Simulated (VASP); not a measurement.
Crystal: Eu.

```xyz
1
Lattice="-2.3030 2.3030 2.3030 2.3030 -2.3030 2.3030 2.3030 2.3030 -2.3030" Properties=species:S:1:pos:R:3 pbc="T T T"
Eu    0.0000    0.0000    0.0000
```

- Program: VASP 6.6.1
- Task: single point
- Functional: PBE
- Potentials or basis: VASP PAW PBE potentials, release 64 (Eu)
- Cutoff: 520 eV
- k mesh: 8 × 8 × 8
- Occupations: fermi-dirac, width 0.05 eV
- Spin: collinear spin, ferromagnetic start
- Starting moments: [7.0] μB

On this cell: pressure -1.8 GPa; net moment 7.37 μB per cell; site moments Eu +6.70 μB; band gap on the k mesh none (metal or under the smearing width).

The same run follows on a disturbed copy (cell strained at random at fixed volume):

```
Eu
1.0
    -2.34230    2.25988    2.31282
     2.30890   -2.28395    2.30349
     2.34614    2.28779   -2.33690
Eu
1
Direct
  0.98114 0.99755 0.99126
```

What does the disturbed cell give?

The energy (extrapolated to zero smearing) moves by +0.7 meV/atom; pressure -1.8 GPa; net moment 7.37 μB per cell; site moments Eu +6.70 μB; band gap on the k mesh none (metal or under the smearing width).

Stress tensor (GPa, compression positive):
```
-1.86 -0.01  0.18
-0.01 -1.80  0.13
 0.18  0.13 -1.85
```

Caveats: spin-orbit coupling is left out, which moves the levels of the heavy elements.
